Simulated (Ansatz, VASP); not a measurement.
**SiO2: VASP beside Ansatz**

INCAR

```
SYSTEM = SiO2
  PREC = Accurate
  ENCUT = 600
  EDIFF = 1E-7
  ISMEAR = 0
  SIGMA = 0.1
  LREAL = .False.
  LASPH = .True.
  NELM = 100
  ALGO = Normal
  ISIF = 3
  LWAVE = .False.
  LCHARG = .False.
  GGA = PE
  IBRION = 2
  NSW = 90
  EDIFFG = -0.04
```

The input KPOINTS:

```
regular mesh
0
Gamma
  4 4 6
  0 0 0
```

The input POSCAR:

```
SiO2
1.0
    4.1800999600      0.0000000000      0.0000000000
    0.0000000000      4.1800999600      0.0000000000
    0.0000000000      0.0000000000      2.6677999500
Si O
2 4
Direct
    0.0000000000      0.0000000000      0.0000000000
    0.5000000000      0.5000000000      0.5000000000
    0.3066999900      0.3066999900      0.0000000000
    0.1933000100      0.8066999900      0.5000000000
    0.6933000100      0.6933000100      0.0000000000
    0.8066999900      0.1933000100      0.5000000000
```

Input for Ansatz:

```yaml
crystal:
  lattice:
    - [4.18009996, 0.0, 0.0]
    - [0.0, 4.18009996, 0.0]
    - [0.0, 0.0, 2.66779995]
  atoms:
    - { symbol: Si, position: [0.0, 0.0, 0.0] }
    - { symbol: Si, position: [0.5, 0.5, 0.5] }
    - { symbol: O, position: [0.30669999, 0.30669999, 0.0] }
    - { symbol: O, position: [0.19330001, 0.80669999, 0.5] }
    - { symbol: O, position: [0.69330001, 0.69330001, 0.0] }
    - { symbol: O, position: [0.80669999, 0.19330001, 0.5] }
basis:
  ecutwfc: 420
kpoints:
  mp_grid: { grid: [4, 4, 6] }
hamiltonian:
  xc: pbe
scf:
  occupations: { method: gaussian, width: 0.1 }
  lower_state_search: "off"
output:
  forces: true
  stress: true
  eigenvalues: true
relax:
  adjacent_minimum: "off"
  f_tol: 0.04
  max_steps: 70
  cell: { stress_tol: 0.4 }
```

Alike in both runs: task relaxation of cell and atoms; functional PBE; k mesh 4 × 4 × 6; occupations gaussian, width 0.1 eV; no spin polarisation.

```csv
,VASP,Ansatz
version,VASP 6.6.1,Ansatz 0.2.0
potentials or method,"VASP PAW PBE potentials, release 64 (Si, O)","scalar-relativistic, plane waves, PAW"
plane-wave cutoff (eV),600,420
valence electrons in the cell,32,32
```

```csv
,VASP,Ansatz,Ansatz less VASP
"gap on the k mesh at the Fermi level, each at its own relaxed structure (eV)",5.03,5.04,+0.006
relaxed volume (Å³/atom),8.03,8.04,+0.014
relaxed cell length with the largest relative difference (Å),4.227,4.234,+0.0072
energy change over the relaxation (meV/atom),-8,-9,-0.4
```

PBE gaps usually lie below the measured ones, often by a third to a half. PBE usually gives volumes a little too large and moduli too small. Zero-point motion and thermal expansion aren't in these numbers.
